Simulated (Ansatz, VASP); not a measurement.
# Ta in VASP and in Ansatz

INCAR

```
SYSTEM = Ta
PREC = Accurate
ENCUT = 520
EDIFF = 1E-6
ISMEAR = 0
SIGMA = 0.05
LREAL = .False.
LASPH = .True.
NELM = 80
ALGO = Normal
ISIF = 2
LWAVE = .False.
LCHARG = .True.
GGA = PE
LELF = .True.
LVHAR = .True.
NBANDS = 12
```

File KPOINTS:

```
Automatic mesh
0
Gamma
  8 8 8
  0 0 0
```

POSCAR

```
Ta
1.0
    0.0000000000      2.1163036255      2.1163036255
    2.1163036255      0.0000000000      2.1163036255
    2.1163036255      2.1163036255      0.0000000000
Ta
1
Direct
    0.0000000000      0.0000000000      0.0000000000
```

Input for Ansatz:

```yaml
crystal:
  lattice:
    - [0.0, 2.1163036255, 2.1163036255]
    - [2.1163036255, 0.0, 2.1163036255]
    - [2.1163036255, 2.1163036255, 0.0]
  atoms:
    - { symbol: Ta, position: [0.0, 0.0, 0.0] }
basis:
  ecutwfc: 420
  ecutrho_ratio: 4
kpoints:
  mp_grid: { grid: [8, 8, 8] }
hamiltonian:
  xc: pbe
scf:
  occupations: { method: gaussian, width: 0.05 }
output:
  forces: true
  stress: true
  eigenvalues: true
```

Alike in both runs: task single point; functional PBE; k mesh 8 × 8 × 8; occupations gaussian, width 0.05 eV; no spin polarisation.

```csv
,VASP,Ansatz
version,VASP 6.6.1,Ansatz 0.2.0
potentials or method,"VASP PAW PBE potentials, release 64 (Ta_pv)","scalar-relativistic, plane waves, PAW"
plane-wave cutoff (eV),520,420
valence electrons in the cell,11,13
```

|  | VASP | Ansatz | Ansatz less VASP |
| --- | --- | --- | --- |
| pressure (GPa) | 0.1 | 0.1 | 0.00 |

The two sets of potentials don't hold the same shells in valence.

The runs have no spin-orbit coupling, so splittings on Ta are missing.
